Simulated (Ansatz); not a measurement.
# Te2Mo: the cost of one run

Code: Ansatz 0.2.0. PAW datasets, plane waves. Computed at 0 K without zero-point motion; spin polarisation is off.

### 1 Starting point

The unstrained cell was relaxed with r2SCAN; in each strained cell the atoms were relaxed again with r2SCAN. Names of k-points are those of the unstrained zone, where strain can split equivalent points. First state: no strain.

The sheet's in-plane cell has a = 3.561 Å, b = 3.561 Å (γ = 120.0°), and its outermost atoms lie 3.58 Å apart along the normal. Around Mo lie 6 Te at 2.73 Å; around Te lie 3 Mo at 2.73 Å.

The structure in full:

```
CELL_PARAMETERS angstrom
3.56136 0.00000 0.00000
-1.78068 3.08423 0.00000
0.00000 0.00000 31.53418
ATOMIC_POSITIONS crystal
Mo 0.33333 0.66667 0.28540
Te 0.66667 0.33333 0.34214
Te 0.66667 0.33333 0.22867
```
The sheet repeats along a and b alone.

### 2 No strain: PBE

Input file input.yaml:

```yaml
crystal:
  lattice:
    - [3.5613614929, 0.0, 0.0]
    - [-1.7806807464, 3.0842295249, 0.0]
    - [0.0, 0.0, 31.5341825584]
  atoms:
    - { symbol: Mo, position: [0.3333333333, 0.6666666667, 0.2854045759] }
    - { symbol: Te, position: [0.6666666667, 0.3333333333, 0.342137729] }
    - { symbol: Te, position: [0.6666666667, 0.3333333333, 0.2286714229] }
  periodic: [true, true, false]
kpoints:
  mp_grid: { grid: [12, 12, 1] }
  band_path:
    path: [[0.0, 0.0, 0.0], [0.5, 0.0, 0.0], [0.3333333333, 0.3333333333, 0.0]]
    npoints: 1
hamiltonian:
  xc: pbe
scf:
  occupations: { method: fermi_dirac, width: 0.02 }
  n_extra_bands: 4
output:
  forces: true
  stress: true
  eigenvalues: true
```

Run with:

```console
> ansatz run input.yaml --threads 4 --pin off --max-ram 5529MiB --backend cpu --events-out ev --progress --plain --runs-dir out
```

Q: Estimate wall time and peak memory on 4 threads of Arm Neoverse V2, shared host.

About 5.1 s, with a peak of 0.62 GiB.
